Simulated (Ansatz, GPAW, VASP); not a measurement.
**Au: 3 runs at one level of theory**

```
Au
1.0
     0.00000    2.03500    2.03500
     2.03500    0.00000    2.03500
     2.03500    2.03500    0.00000
Au
1
Direct
  0.00000 0.00000 0.00000
```

Alike in all runs: task single point; functional PBE; k mesh 11 × 11 × 11; occupations gaussian, width 0.013 eV; no spin polarisation; no spin-orbit coupling. Pressure is positive in compression and, in plane waves, holds the error of the finite cutoff.

```csv
program and potentials,plane-wave cutoff (eV),notes,pressure (GPa)
"Ansatz, all-electron LAPW, scalar-relativistic",-,-,?
"VASP, PBE PAW files Au, 520 eV",520,-,10.51
"GPAW, GPAW PAW data sets (gpaw-data 1.2.1)",600,-,13.36
```

Question: Estimate from the other rows what the run with Ansatz, all-electron LAPW, scalar-relativistic gave.

Answer: Pressure 10.81 GPa. The other rows, which needn't bracket it: pressure 10.51 to 13.36.
